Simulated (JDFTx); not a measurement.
A run of JDFTx 1.7.0 (patched build) is set up as follows.

The input bands.in:

```
lattice Face-Centered Cubic 12.2114102173
coords-type Lattice
ion Pb     0.0000000000     0.0000000000     0.0000000000 1
ion Te     0.5000000000     0.5000000000     0.5000000000 1

ion-species pseudo/Pb.upf
ion-species pseudo/Te.upf
elec-cutoff 40 320
elec-ex-corr gga-PBEsol
elec-smearing Fermi 0.0018374661
elec-n-bands 22
electronic-minimize nIterations 30 energyDiffThreshold 1e-06
davidson-band-ratio 1.3
forces-output-coords Cartesian
include path.kpoints
symmetries none
fix-electron-density run.$VAR

dump-name bands.$VAR
dump End Ecomponents EigStats BandEigs Kpoints Forces
```

path.kpoints

```
kpoint +0.0000000000 +0.0000000000 +0.0000000000 0.020000000000
kpoint +0.0714285714 +0.0000000000 +0.0714285714 0.020000000000
kpoint +0.1428571429 +0.0000000000 +0.1428571429 0.020000000000
kpoint +0.2142857143 +0.0000000000 +0.2142857143 0.020000000000
kpoint +0.2857142857 +0.0000000000 +0.2857142857 0.020000000000
kpoint +0.3571428571 +0.0000000000 +0.3571428571 0.020000000000
kpoint +0.4285714286 +0.0000000000 +0.4285714286 0.020000000000
kpoint +0.5000000000 +0.0000000000 +0.5000000000 0.020000000000
kpoint +0.5000000000 +0.0833333333 +0.5833333333 0.020000000000
kpoint +0.5000000000 +0.1666666667 +0.6666666667 0.020000000000
kpoint +0.5000000000 +0.2500000000 +0.7500000000 0.020000000000
kpoint +0.4375000000 +0.3125000000 +0.7500000000 0.020000000000
kpoint +0.3750000000 +0.3750000000 +0.7500000000 0.020000000000
kpoint +0.3281250000 +0.3281250000 +0.6562500000 0.020000000000
kpoint +0.2812500000 +0.2812500000 +0.5625000000 0.020000000000
kpoint +0.2343750000 +0.2343750000 +0.4687500000 0.020000000000
kpoint +0.1875000000 +0.1875000000 +0.3750000000 0.020000000000
kpoint +0.1406250000 +0.1406250000 +0.2812500000 0.020000000000
kpoint +0.0937500000 +0.0937500000 +0.1875000000 0.020000000000
kpoint +0.0468750000 +0.0468750000 +0.0937500000 0.020000000000
kpoint +0.0000000000 +0.0000000000 +0.0000000000 0.020000000000
kpoint +0.0833333333 +0.0833333333 +0.0833333333 0.020000000000
kpoint +0.1666666667 +0.1666666667 +0.1666666667 0.020000000000
kpoint +0.2500000000 +0.2500000000 +0.2500000000 0.020000000000
kpoint +0.3333333333 +0.3333333333 +0.3333333333 0.020000000000
kpoint +0.4166666667 +0.4166666667 +0.4166666667 0.020000000000
kpoint +0.5000000000 +0.5000000000 +0.5000000000 0.020000000000
kpoint +0.5250000000 +0.4500000000 +0.5250000000 0.020000000000
kpoint +0.5500000000 +0.4000000000 +0.5500000000 0.020000000000
kpoint +0.5750000000 +0.3500000000 +0.5750000000 0.020000000000
kpoint +0.6000000000 +0.3000000000 +0.6000000000 0.020000000000
kpoint +0.6250000000 +0.2500000000 +0.6250000000 0.020000000000
kpoint +0.5625000000 +0.2500000000 +0.6875000000 0.020000000000
kpoint +0.5000000000 +0.2500000000 +0.7500000000 0.020000000000
kpoint +0.5000000000 +0.2916666667 +0.7083333333 0.020000000000
kpoint +0.5000000000 +0.3333333333 +0.6666666667 0.020000000000
kpoint +0.5000000000 +0.3750000000 +0.6250000000 0.020000000000
kpoint +0.5000000000 +0.4166666667 +0.5833333333 0.020000000000
kpoint +0.5000000000 +0.4583333333 +0.5416666667 0.020000000000
kpoint +0.5000000000 +0.5000000000 +0.5000000000 0.020000000000
kpoint +0.4791666667 +0.4791666667 +0.5416666667 0.020000000000
kpoint +0.4583333333 +0.4583333333 +0.5833333333 0.020000000000
kpoint +0.4375000000 +0.4375000000 +0.6250000000 0.020000000000
kpoint +0.4166666667 +0.4166666667 +0.6666666667 0.020000000000
kpoint +0.3958333333 +0.3958333333 +0.7083333333 0.020000000000
kpoint +0.3750000000 +0.3750000000 +0.7500000000 0.020000000000
kpoint +0.6250000000 +0.2500000000 +0.6250000000 0.020000000000
kpoint +0.5833333333 +0.1666666667 +0.5833333333 0.020000000000
kpoint +0.5416666667 +0.0833333333 +0.5416666667 0.020000000000
kpoint +0.5000000000 +0.0000000000 +0.5000000000 0.020000000000
```

Potentials or basis: PseudoDojo-SR-PBEsol-0.4.1-standard.

Launch:

```bash
$ jdftx -c 1 -i bands.in -o bands.out
```

(1) Estimate the band gap along the path.

Results:

(1) 0.67 eV, direct.

Caveat: this odd mesh misses L, where the gap lies, so gap, dielectric constants and Born charges aren't listed; spin-orbit coupling is left out, which moves the levels of the heavy elements.

**Experimental background.**

A printed reference work, monograph reports, for a bulk crystal of TePb at 4.2 K: band gap 0.19 eV (direct).

A measured gap of TePb is 0.19 eV (direct; 4.2 K; a printed reference work, monograph); the calculated 0.67 eV misses it by +0.48 eV. Spin-orbit coupling on Pb, Te is left out. The value is that of PBEsol, without temperature or zero-point motion.
